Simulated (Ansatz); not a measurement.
# How settings move the G0W0 gap of KI (zincblende)

KI built on the zincblende prototype, relaxed with r2SCAN; one-shot G0W0 in Ansatz without spin-orbit coupling. Spin-unpolarised throughout. Whether this structure exists isn't addressed.

```
K I
1.0
     0.00000    3.96589    3.96589
     3.96589    0.00000    3.96589
     3.96589    3.96589    0.00000
K I
1 1
Direct
  0.00000 0.00000 0.00000
  0.25000 0.25000 0.25000
```

Gaps are read over the mesh points alone. G0W0 values are finite-basis, finite-mesh values.

| start | potentials | frequency model | mesh | empty bands | screening cutoff (eV) | Kohn-Sham gap (eV) | G0W0 gap (eV) |
| --- | --- | --- | --- | --- | --- | --- | --- |
| PBE | PAW | contour deformation | 4×4×4 | 283 | 100 | 3.93 | 6.32 |
| PBE | PAW | contour deformation | 4×4×4 | 684 | 180 | 3.93 | 6.44 |
| PBE | PAW | contour deformation | 4×4×4 | 1327 | 260 | 3.93 | 6.47 |
| HSE06 | PAW | contour deformation | 4×4×4 | 684 | 180 | 4.88 | 6.91 |
| r2SCAN | PAW | contour deformation | 4×4×4 | 684 | 180 | 4.48 | 6.75 |
| PBE0 | PAW | contour deformation | 4×4×4 | 684 | 180 | 5.60 | 7.13 |
| PBE | PAW | Godby-Needs pole | 4×4×4 | 684 | 180 | 3.93 | 6.44 |
| PBE | PAW | contour deformation | 6×6×6 | 202 | 80 | 3.93 | 6.24 |
| PBE | norm-conserving | contour deformation | 4×4×4 | 684 | 180 | 3.93 | 6.31 |

The quasiparticle gap on this mesh is 6.47 eV (direct at Γ), against 3.93 eV from PBE: +2.54 eV. Renormalisation factors Z lie between 0.80 and 0.87.

Raising bands and cutoff together moves the gap by +0.12 eV (100 to 180 eV), then +0.03 eV (180 to 260 eV); the last step is small, which bounds nothing strictly. Starting from HSE06 (4.88 eV against PBE's 3.93 eV) gives 6.91 eV, +0.47 eV from G0W0@PBE at the same screening cutoff. Starting from r2SCAN (4.48 eV against PBE's 3.93 eV) gives 6.75 eV, +0.31 eV from G0W0@PBE at the same screening cutoff. Starting from PBE0 (5.60 eV against PBE's 3.93 eV) gives 7.13 eV, +0.69 eV from G0W0@PBE at the same screening cutoff. The Godby-Needs plasmon pole differs from contour deformation by 0.00 eV. Norm-conserving potentials (wave cutoff 952 eV against 420 eV) shift the quasiparticle gap by -0.13 eV and the PBE gap by 0.00 eV. r2SCAN runs take a wave cutoff of 500 eV.
